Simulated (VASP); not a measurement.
# Hf in VASP: the effect of target pressure

The system is Hf.

```
CELL_PARAMETERS angstrom
3.19670 0.00000 0.00000
-1.59835 2.76842 0.00000
0.00000 0.00000 5.05780
ATOMIC_POSITIONS crystal
Hf 0.66667 0.33333 0.75000
Hf 0.33333 0.66667 0.25000
```

Alike in all runs:

- Program: VASP 6.6.1
- Task: relaxation of cell and atoms
- Functional: PBE
- Potentials or basis: VASP PAW PBE potentials, release 64 (Hf_pv)
- Cutoff: 600 eV
- k mesh: 10 × 10 × 5
- Occupations: fermi-dirac, width 0.05 eV
- Spin: no spin polarisation

Each run relaxes the cell or the atoms first.

```csv
target pressure,target pressure,relaxed volume (Å³/atom)
2 GPa,2 GPa,22.02
5 GPa,5 GPa,21.47
10 GPa,10 GPa,?
20 GPa,20 GPa,19.40
30 GPa,30 GPa,18.40
```

Q: What does the run with target pressure 10 GPa give?

A: Relaxed volume 20.68 Å³/atom.

Worked out: In Murnaghan's law V^(-B') rises as a straight line in P. The other rows fit best with B' = 3.3, V0 = 22.42 Å³/atom and B0 = 108 GPa, which gives 20.68 Å³/atom at 10 GPa, against the run's 20.68.

Caveats: the cell is relaxed towards a set pressure, so the enthalpy falls and the energy may rise; the volume moved by over 15 % at a fixed basis, so the end points are rough (some runs).
